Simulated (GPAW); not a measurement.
# Magnetic state of linear V chain, spacing 2.761 A from several starts

Aim: find out whether linear V chain, spacing 2.761 A carries moments, and which collinear order costs least.

Calculated with GPAW 26.7.0; LDA; plane waves with GPAW's PAW setups, scalar-relativistic.

## 1. The starting structure

The cell holds 1 atom: 1 V. Its edges and angles: a = 12.000 Å, b = 12.000 Å, c = 2.761 Å, α = 90.0°, β = 90.0°, γ = 90.0°. model lattice. Vacuum lies along a and b. The structure's axis is c.

The settings of this session are not all sound (see the inputs), so it shows what such settings give, not the properties of the crystal.

## 2. Order 1, typed as ferro +

The parallel start comes first: it fits the smallest cell, keeps the most symmetry and shows whether parallel moments form.

The input, order1.py:

```python
import json
import numpy as np
from ase import Atoms
from ase.parallel import paropen, parprint
from gpaw import GPAW

atoms = Atoms(['V'],
    cell=[[12.0, 0.0, 0.0],
         [0.0, 12.0, 0.0],
         [0.0, 0.0, 2.761]],
    scaled_positions=[[0.5, 0.5, 0.0]],
    pbc=True,
    magmoms=[1.5])
atoms.calc = GPAW(mode={'name': 'pw', 'ecut': 550},
    xc='LDA',
    kpts={'size': (1, 1, 10), 'gamma': True},
    occupations={'name': 'fermi-dirac', 'width': 0.1},
    convergence={'density': 0.001, 'energy': 1e-05},
    maxiter=200,
    symmetry={'tolerance': 1e-4},
    txt='order1.txt')
e = atoms.get_potential_energy(force_consistent=True)
res = {'free_energy': e, 'energy_sigma0': atoms.get_potential_energy(), 'fermi_energy': atoms.calc.get_fermi_level()}
res['moments'] = atoms.get_magnetic_moments().tolist()
res['total'] = atoms.get_magnetic_moment()
parprint('site moments (muB):', np.round(res['moments'], 3))
parprint(f"total moment: {res['total']:.3f} muB")
parprint(f'free energy: {e:.6f} eV')
atoms.calc.write('order1.gpw')
with paropen('results.json', 'w') as f:
    json.dump(res, f)
```

Command:

```console
$ OMP_NUM_THREADS=1 python3 order1.py > order1.log
```

The log of the run:

```text
site moments (muB): [2.952]
total moment: 4.002 muB
free energy: -4.683238 eV

--- order1.txt ---
Input parameters:
  mode=PW(ecut=550),
  convergence={'density': 0.001, 'energy': 1e-05},
  kpts=MonkhorstPack(size=(1, 1, 10), gamma=True),
  maxiter=200,
  occupations=Occupations(name='fermi-dirac', width=0.1),
  symmetry=Symmetry(tolerance=0.0001),
  xc=XC(name='LDA')

Diagonalizing LCAO Hamiltonian
Converting LCAO to pw mode
        .----------------------------.
       /|                            |
      / |                            |
     /  .----------------------------.
    /  /                            /
   /  /                            /
  /  /                            /
 *  /              V             /
 | /                            /
 |/                            /
 *----------------------------*

Atoms  # Å, Bohr magnetons
|   | symbol |        x |        y |        z |    initial magnetic moments |
|---|--------|----------|----------|----------|-----------------------------|
| 0 |      V | 6.000000 | 6.000000 | 0.000000 | ( 0.0000,  0.0000,  1.5000) |

Unit cell  # Å
| periodic |         x |         y |        z |   lengths |    angles |
|----------|-----------|-----------|----------|-----------|-----------|
|      yes | 12.000000 |  0.000000 | 0.000000 | 12.000000 | 90.000000 |
|      yes |  0.000000 | 12.000000 | 0.000000 | 12.000000 | 90.000000 |
|      yes |  0.000000 |  0.000000 | 2.761000 |  2.761000 | 90.000000 |

Number of symmetries: 16

BZ-sampling:
  Number of BZ points: 10
  Number of IBZ points: 6

  Monkhorst-Pack size: [1, 1, 10]
  Monkhorst-Pack shift: [0.0, 0.0, 0.05]

K-points  # in reciprocal-cell coordinates
|   |                                coordinates |     weight |
|---|--------------------------------------------|------------|
| 0 | (  0.00000000,   0.00000000,   0.00000000) | 0.10000000 |
| 1 | (  0.00000000,   0.00000000,   0.10000000) | 0.20000000 |
| 2 | (  0.00000000,   0.00000000,   0.20000000) | 0.20000000 |
| 3 | (  0.00000000,   0.00000000,   0.30000000) | 0.20000000 |
| 4 | (  0.00000000,   0.00000000,   0.40000000) | 0.20000000 |
| 5 | (  0.00000000,   0.00000000,   0.50000000) | 0.10000000 |

Plane wave coefficients: 11675
Cutoff: 550.0 eV

Spin-components: 2 (collinear spins)
Bands:           13
Projectors:      6
Spin-degeneracy: 1
Datatype:        complex128

Parallelization:
  kpt:    1
  domain: 1
  band:   1

Density:
  Valence electrons: 13.0
  Components: 2
  Grid points: [70 70 15]
  Charge: 0.0  # |e|

Potential:
  Grid points: [70 70 15]

species:
  V:
    name:    Vanadium
    Z:       23.0
    valence: 13
    core:    10
    charge:  0.0  # [|e|]
    compensation charges:
      type: gauss
      rc: 0.37  # [Å]
      lmax: 2
    cutoffs:
      filter: 2.14  # [Å]
      core: 0.96  # [Å]
    projectors
    | kind |    occ | energy [eV] | rcut [Å] |
    |------|--------|-------------|----------|
    |   3s |  2.000 |     -69.819 |    1.254 |
    |   4s |  2.000 |      -4.846 |    1.254 |
    |   3p |  6.000 |     -43.961 |    1.281 |
    |   4p |  0.000 |      -1.526 |    1.281 |
    |   3d |  3.000 |      -5.381 |    1.169 |
    |    d |        |      21.830 |    1.169 |

    Using partial waves for V as LCAO basis

Reference energy: -25767.601835  # eV

eigensolver:
  PPCG
  Converge bands: occupied
  niter=2

density mixing:
  MSR1-Mixer
  Pratt-step length: 0.05
  Maximum mixing coefficient: 0.75
  Old densities: 10
  SVD Regularization: 0.005
  Good broyden scale: 1.0
  Trust region scale: 1.0
  Backstep threshold: 4.0
  History deletion threshold: 6.0
  Fourier metric: weight=20.0, sigma=0.015

occupation numbers:
  Fermi-Dirac:
    width: 0.1000  # eV

poisson solver:
  ecut: 4400.0  # eV

xc functional:
  name: None

convergence criteria:
- Maximum integral of absolute [dens]ity change: 0.001 electrons / valence electron
- Maximum [total energy] change in last 3 cyles: 1e-05 eV / valence electron
- Maximum integral of absolute [eigenst]ate change: 4e-08 eV^2 / valence electron
maximum number of iterations: 200

SCF iterations
|iter     |      energy | eigst |  dens |  magmom |
|---------|-------------|-------|-------|---------|
|iter:   1|       0s |   -4.462656 | +0.29 |       |  +1.5048|
|iter:   2|       2s |   -4.298647 | -0.76 | -0.66 |  +1.5746|
|iter:   3|       4s |   -4.252411 | -0.99 | -0.71 |  +2.2422|
|iter:   4|       5s |   -4.556067 | -1.98 | -0.83 |  +3.2224|
|iter:   5|       7s |   -4.628341 | -2.06 | -1.13 |  +4.1000|
|iter:   6|       9s |   -4.629446 | -2.85 | -1.82 |  +3.8868|
|iter:   7|      11s |   -4.630034 | -3.78 | -1.91 |  +3.9562|
|iter:   8|      12s |   -4.629935 | -4.09 | -2.31 |  +3.9923|
|iter:   9|      14s |   -4.629908c| -5.13 | -3.04c|  +3.9993|
|iter:  10|      16s |   -4.629890c| -5.66 | -3.62c|  +4.0020|
|iter:  11|      18s |   -4.629892c| -6.20 | -4.29c|  +4.0018|
|iter:  12|      19s |   -4.629893c| -6.68 | -4.89c|  +4.0017|
|iter:  13|      21s |   -4.629893c| -7.12 | -5.38c|  +4.0017|
|iter:  14|      22s |   -4.629893c| -7.49c| -6.18c|  +4.0017|

Converged in 14 steps
Energy contributions relative to reference atoms: (reference = -25767.601835)

Energy contributions:
  Kinetic:          -2.295153
  Coulomb:           4.844265
  Zero:              0.049966
  External:          0.000000
  Xc:               -7.175626
  Entropy:          -0.106690
  Spinorbit:         0.000000
  ----------------------------
  Free energy:      -4.683238
  Extrapolated:     -4.629893

dipole moment: (0.000000, 0.000000, -6.503888)  # |e|*Ang

Total magnetic moment: (0.000000, 0.000000, 4.001704)

Local magnetic moments
|        x |        y |        z |
|----------|----------|----------|
| 0.000000 | 0.000000 | 2.951907 |  # V    0

Fermi level: -3.394
Eigenvalues  # (at kpt = [0.000, 0.000, 0.000])
| band index |      eig [eV] | occ [0-1] |      eig [eV] | occ [0-1] |
|------------|---------------|-----------|---------------|-----------|
|          0 |       -67.610 |     1.000 |       -64.753 |     1.000 |
|          1 |       -41.801 |     1.000 |       -39.046 |     1.000 |
|          2 |       -41.801 |     1.000 |       -38.920 |     1.000 |
|          3 |       -41.754 |     1.000 |       -38.920 |     1.000 |
|          4 |        -6.641 |     1.000 |        -4.942 |     1.000 |
|          5 |        -4.528 |     1.000 |        -2.422 |     0.000 |
|          6 |        -3.899 |     0.994 |        -1.442 |     0.000 |
|          7 |        -3.899 |     0.994 |        -1.439 |     0.000 |
|          8 |        -2.666 |     0.001 |        -1.351 |     0.000 |
|          9 |        -2.666 |     0.001 |        -1.351 |     0.000 |
|         10 |        -2.274 |     0.000 |        -0.004 |     0.000 |
|         11 |        -2.274 |     0.000 |        -0.004 |     0.000 |
|         12 |         0.128 |     0.000 |         0.295 |     0.000 |

No gap
No difference between direct/indirect transitions
```

Wall time 26 s (1 MPI rank of Intel Xeon Platinum 8488C (Sapphire Rapids), shared host); peak memory 0.33 GiB.

Read from the output:

```
magnetization  : 4.002 μB
final state    : ferromagnetic
largest moment : 2.952 μB
```

After 14 cycles the largest moment stands at 2.95 μB.

(Continued in part 2 of 2.)

[Logs and program files are shortened in this print: banners, set-up blocks, solver, clock and traceback lines can be left out without a mark of their own.]

[Logs are printed without paths, hosts, clocks, repeated set-up lines and the standing remarks that a program may print on its own settings, such as how far it seeks lower states.]

[Hosts, paths, dates, database ids (printed as entryN), source tags and the programs' standing remarks are cut or masked in the printed files.]

[Where a cell is said to come from a database of computed structures, the database is the Materials Project.]
